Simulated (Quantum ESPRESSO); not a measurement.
PtS2: Wannier functions with LDA

The system is PtS2.

```
CELL_PARAMETERS angstrom
3.54320 0.00000 0.00000
-1.77160 3.06850 0.00000
0.00000 0.00000 5.03880
ATOMIC_POSITIONS crystal
Pt 0.00000 0.00000 0.00000
S 0.66667 0.33333 0.77300
S 0.33333 0.66667 0.22700
```

```json
{"Program": "Quantum ESPRESSO 7.5", "Task": "Wannier functions", "Functional": "LDA", "Potentials or basis": "JTH 2.0 LDA", "Cutoff": "490 eV", "Density cutoff": "2939 eV", "k mesh": "7 × 7 × 4", "Occupations": "fermi-dirac, width 0.05 eV", "Spin": "no spin polarisation", "Form of the LDA correlation": "PW92", "Mixing beta": "0.5", "Most SCF iterations": "120", "SCF threshold": "6e-10 Ry", "k mesh for the Wannier functions": "5 × 5 × 3", "Projections": "Pt spd, S sp"}
```

```
Pressure                      : 3.8 GPa
Largest force                 : 0.878 eV/Å
Band gap on the k mesh        : 0.70 eV, indirect (least direct gap 0.87 eV)
Band gap along the path       : 0.89 eV, indirect (least direct gap 1.45 eV)
Total Wannier spread          : 20.57 Å² over 17 functions
RMS miss of the Wannier bands : 0.013 eV
```

Forces on the atoms (eV/Å):
```
Pt   0.000  0.000  0.000
S    0.000  0.000 -0.878
S    0.000  0.000  0.878
```

Stress tensor (GPa, compression positive):
```
3.98 0.00 0.00
0.00 3.98 0.00
0.00 0.00 3.56
```

Levels at the corners of the path, in eV from the valence-band top:
```tsv
point	band 9	band 10	band 11	band 12	band 13	band 14
Γ	-1.12	-1.12	-0.10	2.40	2.40	4.63
M	-3.27	-3.04	-2.39	1.68	2.80	5.36
K	-2.71	-1.51	-1.51	0.93	0.93	5.50
Γ	-1.12	-1.12	-0.10	2.40	2.40	4.63
A	-1.31	-1.31	-0.93	2.88	2.88	5.33
L	-3.11	-2.77	-1.35	2.03	2.27	5.21
H	-3.57	-1.91	-1.91	2.17	2.17	7.14
A	-1.31	-1.31	-0.93	2.88	2.88	5.33
L	-3.11	-2.77	-1.35	2.03	2.27	5.21
M	-3.27	-3.04	-2.39	1.68	2.80	5.36
K	-2.71	-1.51	-1.51	0.93	0.93	5.50
H	-3.57	-1.91	-1.91	2.17	2.17	7.14
```

Wannier functions:
```
function  nearest atom  distance (Å)  spread (Å²)  on-site energy from the reference level (eV)
       1          1 Pt          0.79         1.69                                          0.35
       2          1 Pt          0.76         1.57                                          1.11
       3          1 Pt          0.80         1.70                                          0.40
       4          1 Pt          0.81         1.67                                          0.41
       5          1 Pt          0.76         1.57                                          1.11
       6          1 Pt          0.00         0.97                                         -4.10
       7          1 Pt          0.00         0.97                                         -4.16
       8          1 Pt          0.81         1.67                                          0.40
       9          1 Pt          0.01         1.00                                         -4.40
      10           2 S          0.43         1.11                                         -3.47
      11           2 S          0.61         0.92                                         -2.24
      12           2 S          0.61         0.92                                         -2.23
      13           2 S          0.61         0.92                                         -2.24
      14           3 S          0.43         1.11                                         -3.47
      15           3 S          0.61         0.92                                         -2.23
      16           3 S          0.61         0.92                                         -2.24
      17           3 S          0.61         0.92                                         -2.24
```

Parts of the spread (Å²): invariant 17.25, diagonal 0.008, off-diagonal 3.31, total 20.57. Against the direct bands the interpolation misses by 13 meV (root mean square) and 73 meV at most, for states up to 1 eV over the reference level.

It took 3.4 min on 1 thread of Arm Neoverse V1 (shared host), peak memory 0.11 GiB.

Caveat: the cutoff is low for these files, which shifts pressure and relaxed volume; spin-orbit coupling is left out, which moves the levels of the heavy elements; the Wannier minimisation didn't converge. Expect the measured gap to be larger: semilocal functionals such as LDA lack the derivative discontinuity.
